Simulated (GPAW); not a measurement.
Runs of GPAW 26.7.0 on WS2. The cell holds a slab with vacuum, 3 atoms: a = 3.184 Å, b = 3.184 Å, c = 16.951 Å, α = 90.00°, β = 90.00°, γ = 120.00°. 

| task | level | U | smearing | response ecut | eta | maxiter | response k mesh | domega0 | gap on the mesh (eV) |
| --- | --- | --- | --- | --- | --- | --- | --- | --- | --- |
| optical spectrum | LDA | - | fermi-dirac 0.001 eV | 50 eV | 0.1 eV | 150 | 13 × 13 × 3 | 0.05 eV | 2.04 |
| single point | LDA | - | fermi-dirac 0.05 eV | - | - | 120 | - | - | 2.04 |
| optical spectrum | LDA+U | W d U = 4.0 eV | fermi-dirac 0.001 eV | 50 eV | 0.1 eV | 150 | 13 × 13 × 3 | 0.05 eV | (a) |
| optical spectrum | LDA+U | W d U = 2.0 eV | fermi-dirac 0.001 eV | 50 eV | 0.1 eV | 150 | 13 × 13 × 3 | 0.05 eV | 2.03 |
| optical spectrum | LDA+U | W d U = 6.0 eV | fermi-dirac 0.001 eV | 50 eV | 0.1 eV | 150 | 13 × 13 × 3 | 0.05 eV | 1.76 |

Alike in all rows: potentials or basis the program's PAW data sets (release 1.2.1) made for this functional, pw; no spin polarisation; cell as given; k mesh 8 × 8 × 2; cutoff (eV) 500.

Question: Estimate the missing entries.

Answer: (a) 2.00.

Caveats: spin-orbit coupling is left out, which moves the levels of the heavy elements; the long-wavelength limit can be off by several per cent where d states take part (some runs); independent-particle spectra lack excitons (some runs); response on these states lacks terms of the Hamiltonian (some runs).

A k mesh can miss the band edges, and the runs leave out spin-orbit coupling on W.
